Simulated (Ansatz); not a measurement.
Runs of Ansatz 0.2.0 on Pd. It takes space group Fm-3m (No. 225, cubic). Conventional cell: a = 3.893 Å, b = 3.893 Å, c = 3.893 Å, α = 90.00°, β = 90.00°, γ = 90.00°. Around Pd (site symmetry m-3m) lie 12 Pd at 2.75 Å. 

```tsv
task	level	potentials or basis	spin	U	cell	k mesh	cutoff (eV)	smearing	hubbard projectors	double counting	mesh quality	gap on the mesh (eV)	pressure (GPa)	V0 of scaled cells (Å³/atom)	relaxed volume (Å³/atom)	B0 (GPa)
relaxation of cell and atoms	PBE+D4	Ansatz PAW	off	-	relaxed	12 × 12 × 12	420	fermi-dirac 0.05 eV	-	-	not flagged	none	0.0	-	14.90	-
relaxation of cell and atoms	BLYP+D3(BJ)	Ansatz PAW	off	-	relaxed	12 × 12 × 12	420	fermi-dirac 0.05 eV	-	-	not flagged	-	0.0	-	14.80	-
density of states	r2SCAN+D3(BJ)+U	Ansatz PAW	off	Pd d U = 7 eV	cell strained at random at fixed volume	12 × 12 × 12	500	tetrahedron	ortho-atomic (the default)	fll (the default)	not flagged	none	4.9	-	-	-
equation of state	SVWN5	Ansatz PAW	off	-	as given	12 × 12 × 12	420	fermi-dirac 0.05 eV	-	-	not flagged	-	-	(c)	-	(a)
single point	HF	Ansatz PAW	off	-	as given	6 × 6 × 6	420	fermi-dirac 0.05 eV	-	-	coarse	none	-	-	-	-
equation of state	PBE+D4	Ansatz PAW	off	-	as given	12 × 12 × 12	420	fermi-dirac 0.05 eV	-	-	not flagged	-	-	(b)	-	185
relaxation of cell and atoms	rPW86-PBE	Ansatz PAW	off	-	relaxed	12 × 12 × 12	420	fermi-dirac 0.05 eV	-	-	not flagged	-	0.0	-	16.26	-
atomic charges	revPBE	JTH PAW	non-collinear, ferromagnetic start	-	as given	12 × 12 × 12	1110	fermi-dirac 0.01 eV	-	-	not flagged	none	10.1	-	-	-
```

**Question.** Estimate the missing entries.

**Answer.** (a) 229; (b) 14.90; (c) 14.12.

Caveats: some runs use coarse meshes; the PAW data sets come from PBE, with cores solved anew for the run's functional, which leaves a small shift of forces and pressure (some runs); the potentials were made for another functional, which shifts forces and pressure (some runs); the plane-wave basis is chosen anew once the cell has moved, so the energies of steps on either side of that aren't comparable (some runs); pairwise dispersion overbinds metals, which lowers pressure and volume (some runs); U without spin polarisation on a metal has little footing (some runs); the U is typed as a test and isn't derived for this compound (some runs); the density of states is complete only up to the lowest level of the last band computed (some runs).

A k mesh can miss the band edges, and the runs leave out spin-orbit coupling on Pd.

A gap of «none» marks a metal or a gap under the smearing width.

Not every run made on this cell is shown here.
